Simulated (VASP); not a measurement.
# Si (Fd-3m) in VASP: notebook

The runs below take Si through single point, with PBE.

Program: VASP 6.6.1. These are calculated values, not measurements. Logs are shortened: lines on timing, memory, paths and dates and some standing lists are left out, and cuts for length are marked.

## (1) Starting point

Symmetry: Fd-3m, No. 227, cubic system. Conventional cell: a = 5.470 Å, b = 5.470 Å, c = 5.470 Å, α = 90.00°, β = 90.00°, γ = 90.00°. Around Si (site symmetry -43m) lie 4 Si at 2.37 Å.

## (2) Single point, PBE

INCAR

```
SYSTEM = Si
  PREC = Accurate
  ENCUT = 520
  EDIFF = 1E-6
  ISMEAR = 0
  SIGMA = 0.02
  LREAL = .False.
  LASPH = .True.
  NELM = 100
  ALGO = Fast
  ISIF = 2
  LWAVE = .False.
  LCHARG = .True.
  GGA = PE
  LELF = .True.
  LVHAR = .True.
  NBANDS = 11
```

KPOINTS

```
Automatic mesh
0
Gamma
  10 10 10
  0 0 0
```

POSCAR

```
Si
1.0
    0.0000000000      2.7348383262      2.7348383262
    2.7348383262      0.0000000000      2.7348383262
    2.7348383262      2.7348383262      0.0000000000
Si
2
Direct
    0.7500000000      0.7500000000      0.7500000000
    0.5000000000      0.5000000000      0.5000000000
```

Potentials or basis: VASP PAW PBE potentials, release 64 (Si).

Launch:

```
$ cat potpaw_PBE.64/Si/POTCAR > POTCAR
$ mpirun -np 1 vasp_std > vasp.out
```

OUTCAR:

```text
SYSTEM = Si
   PREC = Accurate
   ENCUT = 520
   EDIFF = 1E-6
   ISMEAR = 0
   LREAL = .False.
   LASPH = .True.
   NELM = 100
   ISIF = 2
   GGA = PE

 ion  position               nearest neighbor table
   1  0.750  0.750  0.750-   2 2.37   2 2.37   2 2.37   2 2.37
   2  0.500  0.500  0.500-   1 2.37   1 2.37   1 2.37   1 2.37

  LATTYP: Found a face centered cubic cell.
 ALAT       =     5.4696766524

  Lattice vectors:

 A1 = (   0.0000000000,   2.7348383262,   2.7348383262)
 A2 = (   2.7348383262,   0.0000000000,   2.7348383262)
 A3 = (   2.7348383262,   2.7348383262,   0.0000000000)

Analysis of symmetry for initial positions (statically):
=====================================================================
 Subroutine PRICEL returns:
 Original cell was already a primitive cell.

 Routine SETGRP: Setting up the symmetry group for a
 face centered cubic supercell.

 Subroutine GETGRP returns: Found 48 space group operations
 (whereof 24 operations were pure point group operations)
 out of a pool of 48 trial point group operations.

The static configuration has the point symmetry T_d .
 The point group associated with its full space group is O_h .

Analysis of symmetry for dynamics (positions and initial velocities):
=====================================================================
 Subroutine PRICEL returns:
 Original cell was already a primitive cell.

 Routine SETGRP: Setting up the symmetry group for a
 face centered cubic supercell.

 Subroutine GETGRP returns: Found 48 space group operations
 (whereof 24 operations were pure point group operations)
 out of a pool of 48 trial point group operations.

The dynamic configuration has the point symmetry T_d .
 The point group associated with its full space group is O_h .

 Subroutine INISYM returns: Found 48 space group operations
 (whereof 24 operations are pure point group operations),
 and found     1 'primitive' translations

----------------------------------------------------------------------------------------

                                     Primitive cell

  volume of cell :      40.9096

  direct lattice vectors                    reciprocal lattice vectors
     0.000000000  2.734838326  2.734838326    -0.182826164  0.182826164  0.182826164
     2.734838326  0.000000000  2.734838326     0.182826164 -0.182826164  0.182826164
     2.734838326  2.734838326  0.000000000     0.182826164  0.182826164 -0.182826164

  length of vectors
     3.867645452  3.867645452  3.867645452     0.316664205  0.316664205  0.316664205

  position of ions in fractional coordinates (direct lattice)
     0.750000000  0.750000000  0.750000000
     0.500000000  0.500000000  0.500000000

  ion indices of the primitive-cell ions
   primitive index   ion index
                 1           1
                 2           2

----------------------------------------------------------------------------------------

 KPOINTS: Automatic mesh

Automatic generation of k-mesh.
 Grid dimensions read from file:
 generate k-points for:   10   10   10

 Generating k-lattice:

  Cartesian coordinates                     Fractional coordinates (reciprocal lattice)
    -0.018282616  0.018282616  0.018282616     0.100000000  0.000000000  0.000000000
     0.018282616 -0.018282616  0.018282616     0.000000000  0.100000000  0.000000000
     0.018282616  0.018282616 -0.018282616     0.000000000  0.000000000  0.100000000

  Length of vectors
     0.031666420  0.031666420  0.031666420

  Shift w.r.t. Gamma in fractional coordinates (k-lattice)
     0.000000000  0.000000000  0.000000000

 Subroutine IBZKPT returns following result:
 ===========================================

 Found     47 irreducible k-points:

 Following reciprocal coordinates:
            Coordinates               Weight
  0.000000  0.000000  0.000000      1.000000
  0.100000  0.000000  0.000000      8.000000
  0.200000  0.000000  0.000000      8.000000
  0.300000  0.000000  0.000000      8.000000
  0.400000  0.000000  0.000000      8.000000
  0.500000  0.000000  0.000000      4.000000
[... 16 lines left out ...]
  0.300000  0.300000  0.000000      6.000000
  0.400000  0.300000  0.000000     24.000000
 [... further k-points ...]
   k-points           NKPTS =     47   k-points in BZ     NKDIM =     47   number of bands    NBANDS=     11
   number of dos      NEDOS =    301   number of ions     NIONS =      2
   total plane-waves  NPLWV =  27000
   dimension x,y,z NGX =    30 NGY =   30 NGZ =   30
   dimension x,y,z NGXF=    60 NGYF=   60 NGZF=   60
   ions per type =               2
   NGX,Y,Z   is equivalent  to a cutoff of  12.90, 12.90, 12.90 a.u.
   NGXF,Y,Z  is equivalent  to a cutoff of  25.79, 25.79, 25.79 a.u.
 SYSTEM =  Si
   PREC   = accura    normal or accurate (medium, high low for compatibility)
   ISTART =      0    job   : 0-new  1-cont  2-samecut
   ICHARG =      2    charge: 1-file 2-atom 10-const
   ISPIN  =      1    spin polarized calculation?
   LNONCOLLINEAR =      F non collinear calculations
   LSORBIT =      F    spin-orbit coupling
   LASPH  =      T    aspherical Exc in radial PAW
   ENCUT  =  520.0 eV  38.22 Ry    6.18 a.u.   7.19  7.19  7.19*2*pi/ulx,y,z
   NELM   =    100;   NELMIN=  2; NELMDL= -5     # of ELM steps
   EDIFF  = 0.1E-05   stopping-criterion for ELM
   LREAL  =      F    real-space projection
   EDIFFG = 0.1E-04   stopping-criterion for IOM
   NSW    =      0    number of steps for IOM
   IBRION =     -1    ionic relax: 0-MD 1-quasi-New 2-CG
   NFREE  =      0    steps in history (QN), initial steepest desc. (CG)
   ISIF   =      2    stress and relaxation
   ISYM   =      2    0-nonsym 1-usesym 2-fastsym
   POTIM  = 0.5000    time-step for ionic-motion
   TEBEG  =    0.0;   TEEND  =   0.0 temperature during run
   PSTRESS=    0.0 pullay stress
   NELECT =       8.0000    total number of electrons
   NUPDOWN=      -1.0000    fix difference up-down
   EMIN   =  10.00;   EMAX   =-10.00  energy-range for DOS
   EFERMI =   0.00;   METHOD = LEGACY
   ISMEAR =     0;   SIGMA  =   0.02  broadening in eV -4-tet -1-fermi 0-gaus
   EFERMI_NEDOS =   21; number of points for ismear=-14 and -15
   IALGO  =     68    algorithm
   IMIX   =      4    mixing-type and parameters
     AMIX     =   0.40;   BMIX     =  1.00
     AMIX_MAG =   1.60;   BMIX_MAG =  1.00
  volume/ion in A,a.u.               =      20.45       138.04
  Fermi-wavevector in a.u.,A,eV,Ry     =   0.950232  1.795679 12.285267  0.902942
  Thomas-Fermi vector in A             =   2.078590
   LORBIT       =      0    0 simple, 1 ext, 2 COOP (PROOUT), +10 PAW based schemes
   GGA     = PE    functional components
   LHFCALC =     F    Hartree Fock is set to
   AEXX    =    0.0000 exact exchange contribution
   IVDW    =     0    specifies the selected vdW correction
   LEPSILON=     F    determine dielectric tensor
   LRPA    =     F    only Hartree local field effects (RPA)
 non-spin polarized calculation
 RMM-DIIS sequential band-by-band and
 Gauss-broadening in eV      SIGMA  =   0.02
  energy-cutoff  :      520.00
  volume of cell :       40.91
 maximum number of plane-waves:      1114
 NGX is ok and might be reduce to    30
   NGX = 15   NGY = 15   NGZ = 15

 number of electron       8.0000001 magnetization

 Free energy of the ion-electron system (eV)
  ---------------------------------------------------
  ext. energy  EPLUGINS =         0.00000000
  ---------------------------------------------------
  free energy    TOTEN  =       -10.84920248 eV

  energy without entropy =      -10.84920248  energy(sigma->0) =      -10.84920248

 E-fermi :   5.7198     XC(G=0):  -9.3251

 val. band max:        5.6113014355   @ k =   0.0000   0.0000   0.0000
 cond. band min:       6.2298618863   @ k =   0.4000   0.4000   0.0000
 fundamental gap:      0.6185604508
 Fermi energy:         5.7197760241

 k-point     1 :       0.0000    0.0000    0.0000
  band No.  band energies     occupation
      1      -6.1999      2.00000
      2       5.6113      2.00000
      3       5.6113      2.00000
      4       5.6113      2.00000
      5       8.1679      0.00000
      6       8.1679      0.00000
      7       8.1679      0.00000
      8       8.7392      0.00000
      9      13.3201      0.00000
     10      13.3201      0.00000
     11      13.4865      0.00000

 k-point     2 :       0.1000    0.0000    0.0000
  band No.  band energies     occupation
      1      -6.0714      2.00000
      2       4.4693      2.00000
      3       5.4176      2.00000
      4       5.4176      2.00000
      5       8.1326      0.00000
      6       8.4535      0.00000
      7       8.4535      0.00000
      8       9.7107      0.00000
      9      12.9705      0.00000
     10      12.9705      0.00000
     11      14.0160      0.00000

 k-point     3 :       0.2000    0.0000    0.0000
  band No.  band energies     occupation
      1      -5.6921      2.00000
      2       2.6300      2.00000
      3       5.0440      2.00000
      4       5.0440      2.00000
      5       7.7620      0.00000
      6       8.9552      0.00000
      7       8.9552      0.00000
      8      11.4854      0.00000
      9      12.6598      0.00000
     10      12.6598      0.00000
     11      14.6851      0.00000

 k-point     4 :       0.3000    0.0000    0.0000
  band No.  band energies     occupation
      1      -5.0891      2.00000
      2       0.8726      2.00000
      3       4.7141      2.00000
      4       4.7141      2.00000
      5       7.3983      0.00000
      6       9.1360      0.00000
      7       9.1360      0.00000
      8      13.1081      0.00000
      9      13.1850      0.00000
     10      13.1850      0.00000
     11      14.4316      0.00000

 k-point     5 :       0.4000    0.0000    0.0000
  band No.  band energies     occupation
      1      -4.3598      2.00000
      2      -0.5749      2.00000
      3       4.5043      2.00000
      4       4.5043      2.00000
      5       7.1584      0.00000
      6       9.0319      0.00000
      7       9.0319      0.00000
      8      13.4152      0.00000
      9      14.5466      0.00000
     10      14.5466      0.00000
     11      15.5196      0.00000
[... 211 lines left out ...]
 k-point    21 :      -0.3000    0.2000    0.0000
  band No.  band energies     occupation
      1      -4.1746      2.00000
      2      -0.0473      2.00000
      3       2.2289      2.00000
      4       4.3207      2.00000
      5       8.0512      0.00000
      6      10.1150      0.00000
      7      10.1716      0.00000
      8      12.2263      0.00000
      9      12.4235      0.00000
     10      15.0609      0.00000
     11      17.4301      0.00000

 k-point    22 :      -0.2000    0.2000    0.0000
  band No.  band energies     occupation
      1      -4.8770      2.00000
      2       1.1654      2.00000
      3       2.6795      2.00000
      4       4.7806      2.00000
      5       8.4610      0.00000
      6       9.5760      0.00000
      7       9.8797      0.00000
      8      11.2659      0.00000
      9      11.7431      0.00000
     10      16.2107      0.00000
     11      16.2309      0.00000

 k-point    23 :       0.3000    0.3000    0.0000
  band No.  band energies     occupation
      1      -4.6792      2.00000
      2       1.2074      2.00000
      3       3.4302      2.00000
      4       3.4302      2.00000
      5       6.5013      0.00000
      6       8.0479      0.00000
      7      12.1805      0.00000
      8      12.1805      0.00000
      9      14.5134      0.00000
     10      15.0335      0.00000
     11      17.9255      0.00000

 k-point    24 :       0.4000    0.3000    0.0000
  band No.  band energies     occupation
      1      -4.0783      2.00000
      2       0.2193      2.00000
      3       2.8193      2.00000
      4       3.2287      2.00000
      5       6.6887      0.00000
      6       7.8773      0.00000
      7      12.4640      0.00000
      8      12.6051      0.00000
      9      16.0188      0.00000
     10      16.1468      0.00000
     11      17.6297      0.00000

 [... further k-points ...]

------------------------ aborting loop because EDIFF is reached ----------------------------------------

  FORCE on cell =-STRESS in cart. coord.  units (eV):
  Direction    XX          YY          ZZ          XY          YZ          ZX
  --------------------------------------------------------------------------------------
  -------------------------------------------------------------------------------------
  Total       -0.0144224     -0.0144224     -0.0144224      0.0000000     -0.0000000     -0.0000000
  in kB       -0.5648378     -0.5648378     -0.5648378      0.0000000     -0.0000000     -0.0000000
  external PRESSURE =      -0.5648378 kB  Pullay stress =       0.0000000 kB

 VOLUME and BASIS-vectors are now :
 -----------------------------------------------------------------------------
  energy-cutoff  :      520.00
  volume of cell :       40.91
      direct lattice vectors                 reciprocal lattice vectors
     0.000000000  2.734838326  2.734838326    -0.182826164  0.182826164  0.182826164
     2.734838326  0.000000000  2.734838326     0.182826164 -0.182826164  0.182826164
     2.734838326  2.734838326  0.000000000     0.182826164  0.182826164 -0.182826164

 POSITION                                       TOTAL-FORCE (eV/Angst)
 -----------------------------------------------------------------------------------
      4.10226      4.10226      4.10226        -0.000000     -0.000000     -0.000000
      2.73484      2.73484      2.73484         0.000000      0.000000      0.000000
 -----------------------------------------------------------------------------------
    total drift:                                0.000000     -0.000000     -0.000000

  FREE ENERGIE OF THE ION-ELECTRON SYSTEM (eV)
  ---------------------------------------------------
  free  energy   TOTEN  =       -10.8492024827 eV

  energy  without entropy=      -10.8492024827  energy(sigma->0) =      -10.84920248
```

It took 9.7 s on 1 thread of Intel Xeon 6975P-C (Granite Rapids), shared host; peak memory 0.16 GiB.

What came out:

| Item | Value |
| --- | --- |
| Free energy | -10.8492 eV |
| Pressure | -0.1 GPa |
| Band gap on the k mesh | 0.62 eV, indirect (least direct gap 2.56 eV) |

A k mesh can miss the band edges. Expect the measured gap to be larger: semilocal functionals such as PBE lack the derivative discontinuity.

[end of part 1 of 2]
